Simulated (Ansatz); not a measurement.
(110) slab cut from the bulk of GaN, F-43m (No. 216); the slab's formula is GaN:

```
CELL_PARAMETERS angstrom
3.21626 0.00000 0.00000
0.00000 4.54848 0.00000
0.00000 0.00000 24.64878
ATOMIC_POSITIONS crystal
Ga 0.50000 0.50000 0.30427
N 0.00000 0.25000 0.30427
Ga 0.00000 0.00000 0.36952
N 0.50000 0.75000 0.36952
Ga 0.50000 0.50000 0.43476
N 0.00000 0.25000 0.43476
Ga 0.00000 0.00000 0.50000
N 0.50000 0.75000 0.50000
Ga 0.50000 0.50000 0.56524
N 0.00000 0.25000 0.56524
Ga 0.00000 0.00000 0.63048
N 0.50000 0.75000 0.63048
Ga 0.50000 0.50000 0.69573
N 0.00000 0.25000 0.69573
```

Theory: DFT PBE, scalar-relativistic, plane waves, PAW in Ansatz 0.2.0. Plane waves to 420 eV, a k mesh through Γ of 8×6×1 on the computed 14-atom cell and Gaussian smearing (0.05 eV); no spin polarisation. A dipole correction removes the field between periodic images along c.

Question: What forces act on the atoms?

Answer:
```
atom Fx (eV/Å) Fy (eV/Å) Fz (eV/Å)
 Ga1      0.000     -2.407      1.397
  N2      0.000      1.492     -0.770
 Ga3      0.000      0.447     -0.451
  N4      0.000      0.640     -0.406
 Ga5      0.000     -0.318      0.018
  N6      0.000      0.047      0.248
 Ga7      0.000      0.158      0.000
  N8      0.000      0.039      0.000
 Ga9      0.000     -0.318     -0.018
 N10      0.000      0.047     -0.248
Ga11      0.000      0.447      0.451
 N12      0.000      0.640      0.406
Ga13      0.000     -2.407     -1.397
 N14      0.000      1.492      0.770
```

The reference crystal is the zinc-blende form of GaN, which isn't its usual structure.

Cost: 1 run of about 1.9 core-minutes, on Intel Xeon Processor @ 2.50GHz (Skylake/Cascade Lake) (shared hosts).